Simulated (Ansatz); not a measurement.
**Two-dimensional strain map in CaO**

Method: Ansatz, DFT PBE, scalar-relativistic, plane waves, PAW. The runs took a 420 eV cutoff, a Γ-centred 8×8×8 mesh and Gaussian smearing (0.05 eV). No spin polarisation. Energies are free energies at this smearing, counted from the undisturbed cell; pressure is positive in compression.

Zero of the scan (as given, not relaxed at this level; it stands at -4.0 GPa):

```xyz
2
Lattice="0.0000 2.4490 2.4490 2.4490 0.0000 2.4490 2.4490 2.4490 0.0000" Properties=species:S:1:pos:R:3 pbc="T T T"
Ca    0.0000    0.0000    0.0000
O     2.4490    2.4490    2.4490
```

The cell is strained by p along both x and y and by q along z, fractional coordinates fixed. Points are written (p, q).

Energy above the undisturbed cell in meV/atom (a dash: not computed):

| p \ q | -0.030 | -0.015 | 0.000 | 0.015 | 0.030 |
| --- | --- | --- | --- | --- | --- |
| -0.030 | 4.4 | -0.8 | -1.7 | 0.9 | 6.3 |
| -0.015 | -4.8 | -7.6 | -6.2 | -1.4 | 6.2 |
| 0.000 | -3.3 | -3.7 | 0.0 | 7.1 | 16.8 |
| 0.015 | 7.3 | 9.2 | 15.2 | 24.5 | 36.3 |
| 0.030 | 25.2 | 29.5 | 37.8 | 49.2 | 63.2 |

Pressure in GPa:

```csv
p \ q,-0.030,-0.015,0.000,0.015,0.030
-0.030,5.9,4.0,2.4,1.0,-0.2
-0.015,2.2,0.4,-1.1,-2.4,-3.5
0.000,-0.9,-2.6,-4.0,-5.2,-6.3
0.015,-3.5,-5.1,-6.4,-7.5,-8.5
0.030,-5.6,-7.1,-8.4,-9.4,-10.3
```

Gap on the k-mesh in eV:

```
 p \ q  -0.030  -0.015  0.000  0.015  0.030
-0.030    3.64    3.62   3.60   3.59   3.58
-0.015    3.60    3.66   3.63   3.62   3.60
 0.000    3.55    3.61   3.66   3.64   3.62
 0.015    3.51    3.56   3.61   3.66   3.63
 0.030    3.47    3.52   3.57   3.61   3.64
```